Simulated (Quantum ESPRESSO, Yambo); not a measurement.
Planning a run of Quantum ESPRESSO 7.5 on CdTe (F-43m). The input:

```
&control
  calculation = 'nscf'
  prefix = 'x'
  outdir = 'o'
  pseudo_dir = 'pseudo'
/
&system
  ibrav = 0
  nat = 2
  ntyp = 2
  ecutwfc = 94.0
  nbnd = 74
  force_symmorphic = .true.
  noncolin = .true.
  lspinorb = .true.
/
&electrons
  conv_thr = 1e-9
  electron_maxstep = 80
  diago_full_acc = .true.
  diago_thr_init = 5e-6
/
ATOMIC_SPECIES
  Cd 112.41 Cd.upf
  Te 127.6 Te.upf
CELL_PARAMETERS angstrom
  0.0000000000 3.2400000000 3.2400000000
  3.2400000000 0.0000000000 3.2400000000
  3.2400000000 3.2400000000 0.0000000000
ATOMIC_POSITIONS crystal
  Cd 0.0000000000 0.0000000000 0.0000000000
  Te 0.2500000000 0.2500000000 0.2500000000
K_POINTS automatic
  10 10 10 0 0 0
```

```sh
OMP_NUM_THREADS=1 mpirun -n 8 pw.x -nk 4 -in pw.in > pw.out
```

**Question.** How long will it take on 8 MPI ranks of Arm Neoverse V1, shared host, and how much memory?

It took 62 s; on shared hardware allow 31 s to 2.1 min. Peak host memory was 0.8 GiB.

[Paths, hosts, dates, memory and timing lines, banners, echoed tables and standing remarks are left out of the program output.]

[Logs are printed without paths, hosts, clocks, repeated set-up lines and the standing remarks that a program may print on its own settings, such as how far it seeks lower states.]

[Runs of the session that timed out or met a known fault of the program may be left out.]

[Hosts, paths, dates, database ids (printed as entryN), source tags and the programs' standing remarks are cut or masked in the printed files.]
